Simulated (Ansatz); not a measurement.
# NaF (Fm-3m): G0W0 and the choice of datasets

```xyz
2
Lattice="0.0000 2.2800 2.2800 2.2800 0.0000 2.2800 2.2800 2.2800 0.0000" Properties=species:S:1:pos:R:3 pbc="T T T"
Na    0.0000    0.0000    0.0000
F     2.2800    2.2800    2.2800
```

Held fixed (Ansatz):

| Property | Result |
| --- | --- |
| orbitals | PBE |
| k mesh | 4×4×4 |
| empty bands | 153 |
| response cutoff | 200 eV |
| frequencies | contour deformation |
| q → 0 term | analytic weight of Carrier, Rohra and Görling |
| band sums | cut at the band count |

The gap is read direct at Γ, linearised, between the Kohn-Sham band edges among the points solved. The direct gap is read between the top filled and lowest empty Kohn-Sham band at Γ. ε∞ is the electronic dielectric constant on this mesh.

Task: Taking all-electron, 3300 eV as the reference, which of the others (hard PAW, 700 eV; hand-made PAW, accurate, 1300 eV; hand-made PAW, 1050 eV; JTH PAW, 700 eV; soft PAW (1st gen.), 420 eV; norm-conserving, 1320 eV; all-electron, no relativity, 3300 eV) gives the gap farthest from it?

Result: Farthest from all-electron, 3300 eV in the G0W0 gap: norm-conserving, 1320 eV (-0.25 eV). The nearest differs by 0.003 eV.

```csv
"datasets, wave cutoff",KS gap (eV),G0W0 gap (eV),direct at Γ (eV),ε∞
"all-electron, 3300 eV",6.58,10.94,10.94,1.8
"hard PAW, 700 eV",6.58,10.94,10.94,1.8
"hand-made PAW, accurate, 1300 eV",6.58,10.95,10.95,1.8
"hand-made PAW, 1050 eV",6.58,10.95,10.95,1.8
"JTH PAW, 700 eV",6.56,10.90,10.90,1.8
"soft PAW (1st gen.), 420 eV",6.58,10.93,10.93,1.8
"norm-conserving, 1320 eV",6.57,10.69,10.69,1.8
"all-electron, no relativity, 3300 eV",6.62,11.00,11.00,1.8
```

The cell is a model at fixed atoms and needn't be the relaxed known crystal. Soft PAW datasets can miss an all-electron G0W0 gap by more than 5 %. With norm-conserving pseudopotentials the core–valence exchange is only approximate, which can shift gaps by tenths of an eV and RPA lattice constants by most of a per cent. The mesh is coarse, so these are values at the stated settings, not converged ones. Band sums or response are cut, so the gap isn't at its basis limit.
